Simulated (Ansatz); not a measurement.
# Si: band gap under strain, part 2 of 2

Ansatz 0.2.0, plane waves, PAW.

## 8. -2.0 % biaxial strain in x and y, free along z: PBE

It is hexagonal, P6_3/mmc (No. 194); a = 3.755 Å, c = 6.386 Å in the conventional setting, 19.50 Å³ an atom. Near Si stand 4 Si at 2.32–2.36 Å. The free direction took +0.70 %.

input.yaml

```yaml
crystal:
  lattice:
    - [3.7554869723, 0.0, 0.0]
    - [-1.8777434862, 3.2523471216, 0.0]
    - [0.0, 0.0, 6.3855283771]
  atoms:
    - { symbol: Si, position: [0.3333333333, 0.6666666667, 0.0023877817] }
    - { symbol: Si, position: [0.6666666667, 0.3333333333, 0.5023877817] }
    - { symbol: Si, position: [0.3333333333, 0.6666666667, 0.3726122183] }
    - { symbol: Si, position: [0.6666666667, 0.3333333333, 0.8726122183] }
kpoints:
  mp_grid: { grid: [12, 12, 4] }
  band_path:
    path:
      - [0.0, 0.0, 0.0]
      - [0.5, 0.0, 0.0]
      - [0.3333333333, 0.3333333333, 0.0]
      - [0.0, 0.0, 0.5]
      - [0.5, 0.0, 0.5]
      - [0.3333333333, 0.3333333333, 0.5]
    npoints: 1
hamiltonian:
  xc: pbe
scf:
  occupations: { method: fermi_dirac, width: 0.02 }
  n_extra_bands: 5
output:
  forces: true
  stress: true
  eigenvalues: true
```

The log of the run, cut to the lines that bear on the results:

```text
Warning: RAYON_NUM_THREADS=2 ignored (pool sized by the plan → 2); use --threads N
scf.n_extra_bands = 5 over 8 filled bands (N_el = 16.0): the run solves 13 bands
[...]
Pseudopotentials: kind: paw
Pseudopotential: Si, paw, valence charge 4, recommended cutoff 420 eV (normal), Si.paw.azcp
Functional definition: PBE
[...]
Crystal: 4 atoms, lattice volume = 77.994 Å³
Basis set: ecut = 420 eV, 1533 PW (Γ), exchange–correlation on 54×54×90 points (8 copies of the dense FFT grid, shifted against one another)
Bands: 13, of which v1, the nominal top of the filled ones, is band 8 counted from 1 (7 counted from 0)
Symmetry: 24 space group operations
Space group: P63/mmc (ITA 194), of the structure as read, at distance tolerance 4.3e-5 Å
k-points: 57 of 576
[...]
SCF iter   1: F=—  HF=-2543.121782 eV  |F-HF|=—  |Δ(HF+E_count)|=         —  Δρ=1.23e-3  dr2=1.29e-3  ethr=1.77e-3  ⟨swp⟩=6.9  Hψ=5418  notcnv=0
[...]
SCF iter   6: F=-2543.123099 eV  HF=-2543.123099 eV  |F-HF|=6.28e-11  |Δ(HF+E_count)|=   8.82e-9  Δρ=1.85e-7  dr2=1.69e-11  ethr=2.57e-11  ⟨swp⟩=5.1  Hψ=3318  notcnv=0
[...]
NSCF: frozen V_eff on 6 k-points
SCF converged after 6 iterations
Free energy (F): -2543.123099 eV
[...]
E sigma→0 (E₀):  -2543.123099 eV
Entropy (-TS):   -0.000000 eV (-0.000 meV/atom)
Fermi energy:    7.061832 eV
[...]
--- Forces (eV/Å), atoms counted from 1 ---
  atom   1  Si    -0.00000000    -0.00000000     0.01475503
  atom   2  Si     0.00000000     0.00000000     0.01475503
  atom   3  Si    -0.00000000    -0.00000000    -0.01475503
  atom   4  Si     0.00000000     0.00000000    -0.01475503
[...]
--- Stress (GPa, compression-positive) ---
        6.220241       0.000000       0.000000
        0.000000       6.220241       0.000000
        0.000000       0.000000       1.253378
  P = ⅓ Tr σ = 4.5646 GPa (45.646 kbar)
--- Band table (eV; the first three rows and the last of 57) ---
  k-point 0: bands = ["-5.6472", "-3.4298", "-0.6589", "5.3990", "5.3990", "6.2214", "6.8560", "6.8560", "8.2365", "8.7271", "8.9043", "8.9043", "10.7884"]
[...]
```

It took 2.4 s on 2 threads of an Arm CPU, shared host; peak memory 0.33 GiB.

PBE gives an indirect gap of 0.42 eV, from Γ to M; the least direct gap is 1.38 eV.

Near the gap, in eV above the top of the last filled band v; c is the band after it:

```csv
point,v−1,v,c,c+1
Γ,0.00,0.00,1.38,1.87
M,-3.09,-1.54,0.42,2.31
K,-3.77,-3.61,0.56,5.10
A,-0.89,-0.89,2.08,2.08
L,-2.48,-2.48,0.79,0.79
H,-2.26,-2.26,1.35,1.35
```

## 9. -2.0 % biaxial strain in x and y, free along z: r2SCAN

Changes to input.yaml since step 8:

```diff
@@ -22,5 +22,5 @@
 hamiltonian:
-  xc: pbe
+  xc: r2scan
 scf:
-  occupations: { method: fermi_dirac, width: 0.02 }
+  occupations: { method: fixed }
   n_extra_bands: 5
```

The log of the run, cut to the lines that bear on the results:

```text
Warning: RAYON_NUM_THREADS=2 ignored (pool sized by the plan → 2); use --threads N
scf.n_extra_bands = 5 over 8 filled bands (N_el = 16.0): the run solves 13 bands
[...]
[... 3 set-up lines as earlier in the session ...]
[...]
Crystal: 4 atoms, lattice volume = 77.994 Å³
Basis set: ecut = 500 eV, 1991 PW (Γ), exchange–correlation on 120×120×192 points (64 copies of the dense FFT grid, shifted against one another)
Bands: 13, of which v1, the nominal top of the filled ones, is band 8 counted from 1 (7 counted from 0)
[... 2 set-up lines as earlier in the session ...]
k-points: 57 of 576
[...]
SCF iter   1: F=—  HF=-2556.130613 eV  |F-HF|=—  |Δ(HF+E_count)|=         —  Δρ=3.73e-3  dr2=7.91e-3  dr2_τ=2.75e-2  ethr=1.77e-3  ⟨swp⟩=4.6  Hψ=4240  notcnv=0  defer=151
[...]
SCF iter   6: F=-2556.165676 eV  HF=-2556.165676 eV  |F-HF|=2.65e-9  |Δ(HF+E_count)|=   1.11e-7  Δρ=2.49e-6  dr2=2.60e-9  dr2_τ=4.76e-11  ethr=2.59e-10  ⟨swp⟩=7.8  Hψ=5201  notcnv=0
[...]
NSCF: frozen V_eff on 6 k-points
SCF converged after 6 iterations
Free energy (F): -2556.165676 eV
[...]
E sigma→0 (E₀):  -2556.165676 eV
Fermi energy:    6.804688 eV
[...]
--- Forces (eV/Å), atoms counted from 1 ---
  atom   1  Si    -0.00000000    -0.00000000    -0.00080580
  atom   2  Si     0.00000000     0.00000000    -0.00080580
  atom   3  Si    -0.00000000    -0.00000000     0.00080580
  atom   4  Si     0.00000000     0.00000000     0.00080580
[...]
--- Stress (GPa, compression-positive) ---
        5.113497       0.000000       0.000000
        0.000000       5.113497       0.000000
        0.000000       0.000000      -0.025779
  P = ⅓ Tr σ = 3.4004 GPa (34.004 kbar)
--- Band table (eV; the first three rows and the last of 57) ---
  k-point 0: bands = ["-6.3005", "-3.9697", "-1.0429", "5.2551", "5.2551", "6.1345", "6.8047", "6.8047", "8.5316", "8.8746", "9.0046", "9.0046", "11.2247"]
[...]
```

Run time: 5 s. Hardware: 2 threads of an Arm CPU, shared host; peak memory 0.53 GiB.

The r2SCAN gap is 0.61 eV and indirect (Γ to M), with 1.73 eV as the least direct one.

Stress along x, y, z: 5.11, 5.11, -0.03 GPa (compression positive).

## 10. -2.0 % biaxial strain in x and y, free along z: HSE06

Changes to input.yaml since step 9:

```diff
@@ -11,3 +11,3 @@
 kpoints:
-  mp_grid: { grid: [12, 12, 4] }
+  mp_grid: { grid: [6, 6, 4] }
   band_path:
@@ -22,3 +22,3 @@
 hamiltonian:
-  xc: r2scan
+  xc: hse06
 scf:
```

The log of the run, cut to the lines that bear on the results:

```text
Warning: output.stress: scf.convergence.dr2_threshold = 1e-7 eV (the SCF's general default) is looser than the 4e-10 eV advised for a printed stress (1e-10 eV for each atom of the cell: 4). What an SCF threshold leaves in a stress goes as its square root, and in the free energy as the [...]
Warning: output.stress: scf.exx.energy_threshold = 1e-6 eV is looser than the 4e-8 eV advised for a stress under a hybrid functional (1e-8 eV for each atom of the cell: 4). Every SCF of the exchange loop can meet its threshold on dr2 while the loop round them stops early: no threshold on [...]
Warning: RAYON_NUM_THREADS=2 ignored (pool sized by the plan → 2); use --threads N
scf.n_extra_bands = 5 over 8 filled bands (N_el = 16.0): the run solves 13 bands
[...]
[... 3 set-up lines as earlier in the session ...]
[...]
davidson cushion auto → on  (no smearing: the cushion is to keep the highest requested band from converging to the state above it; pin scf.eigensolver.cushion to override)
Crystal: 4 atoms, lattice volume = 77.994 Å³
[...]
NSCF: frozen V_eff on 6 k-points
hybrid SCF converged: 2 outer / 9 inner (+3 warm-up), last move |dexx| = 1.00e-7 eV, tail = 7.02e-9 eV
Stability not checked: this state was not tested for a lower state beside it, because the functional holds exact exchange (a hybrid, or Hartree-Fock), whose exchange loop this test does not read (fock_operator; see scf.lower_state_search)
Free energy (F): -2545.053537 eV
Frozen-core exchange: fock
[...]
E sigma→0 (E₀):  -2545.053537 eV
Fermi energy:    6.552538 eV
[...]
--- Forces (eV/Å), atoms counted from 1 ---
  atom   1  Si     0.00000000    -0.00000000    -0.01819580
  atom   2  Si     0.00000000     0.00000000    -0.01819580
  atom   3  Si     0.00000000    -0.00000000     0.01819580
  atom   4  Si     0.00000000     0.00000000     0.01819580
[...]
--- Stress (GPa, compression-positive) ---
        5.043965       0.000000       0.000000
        0.000000       5.043965       0.000000
        0.000000       0.000000      -0.439982
  P = ⅓ Tr σ = 3.2160 GPa (32.160 kbar)
--- Band table (eV; the first three rows and the last of 21) ---
  k-point 0: bands = ["-7.3241", "-4.8578", "-1.7512", "4.9488", "4.9488", "5.8831", "6.5525", "6.5525", "8.6202", "9.1460", "9.3083", "9.3083", "11.4753"]
[...]
```

It took 62 s on 2 threads of an Arm CPU, shared host; peak memory 1.1 GiB.

HSE06 gives an indirect gap of 0.97 eV, from Γ to M; the least direct gap is 2.07 eV.

## 11. What strain did

The summary covers parts 1 to 2. Changes of volume or cell count from the first structure of part 1.

Least gap in eV (negative: overlap), with the change from the unstrained cell in brackets:

| state | volume change (%) | PBE | r2SCAN | HSE06 |
| --- | --- | --- | --- | --- |
| no strain | +0.0 | 0.43 | 0.61 | 0.97 |
| +2.5 % biaxial strain in x and y, free along z | +4.3 | 0.40 (-0.03) | 0.58 (-0.03) | 0.94 (-0.03) |
| -2.0 % biaxial strain in x and y, free along z | -3.3 | 0.42 (-0.01) | 0.61 (+0.00) | 0.97 (+0.00) |

In words: The HSE06 gap hardly moves: by 0.027 eV at most. PBE and HSE06 differ by 0.55 eV on the unstrained gap, and by at most 0.01 eV on its change.
